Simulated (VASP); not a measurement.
Ir, 1 atom in the cell. The structure is cubic, space group Im-3m (No. 229). Conventional cell: a = 3.115 Å, b = 3.115 Å, c = 3.115 Å, α = 90.00°, β = 90.00°, γ = 90.00°. Ir (site symmetry m-3m) is surrounded by 8 Ir at 2.70 Å. The cell was built by a generator and needn't be a form met in nature.

| Property | Result |
| --- | --- |
| Program | VASP 6.6.1 |
| Task | single point |
| Functional | PBE |
| Potentials or basis | VASP PAW PBE potentials, release 64 (Ir) |
| Cutoff | 520 eV |
| k mesh | 18 × 18 × 18 |
| Occupations | gaussian, width 0.05 eV |
| Spin | non-collinear spin, zero start, spin-orbit coupling |
| Starting moments | [[0.0, 0.0, 0.0]] μB |
| Dipole correction | no |
| Further INCAR settings | ALGO = Normal; EDIFF = 1e-07; NBANDS = 20 |

Potentials or basis: VASP PAW PBE potentials, release 64 (Ir).

Run with:

```console
$ cat potpaw_PBE.64/Ir/POTCAR > POTCAR
$ mpirun -np 1 vasp_ncl > vasp.out
```

Hardware: 1 thread of Intel(R) Xeon(R) 6975P-C (Granite Rapids), with other jobs on the host.

Problem. How long does it take, and how much memory?

Solution. Wall time 42 s on 1 thread of Intel(R) Xeon(R) 6975P-C (Granite Rapids), with other jobs on the host, peak memory 0.21 GiB. Counts: scf iterations 13, k points 195.
